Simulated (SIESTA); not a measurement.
TiC:

```
Ti C
1.0
     0.00000    2.16572    2.16572
     2.16572    0.00000    2.16572
     2.16572    2.16572    0.00000
Ti C
1 1
Direct
  0.00000 0.00000 0.00000
  0.50000 0.50000 0.50000
```

The cell is a database's computed one.

Base run:

```yaml
Program: SIESTA 5.4.2
Functional: PBEsol
Potentials_or_basis: PseudoDojo 0.4 standard (PBEsol files)
Basis: SZ (energy shift 0.003 Ry)
Grid_cutoff: 800 Ry
Energy_shift: 0.003 Ry
k_mesh: 11 × 11 × 11
Occupations: fermi-dirac, width 0.05 eV
Spin: no spin polarisation
```

Its results: band gap on the k mesh none (metal or under the smearing width); pressure -9.7 GPa.

Question: The run is repeated on the same cell with these changes: basis from SZ (energy shift 0.003 Ry) to DZ (energy shift 0.003 Ry; two zetas on semicore shells). What comes out?

Answer: Band gap on the k mesh none (metal or under the smearing width); pressure -4.6 GPa.

Caveats: the basis has no polarisation orbitals; the basis of atomic orbitals isn't converged, which shifts pressures, moduli and gaps.
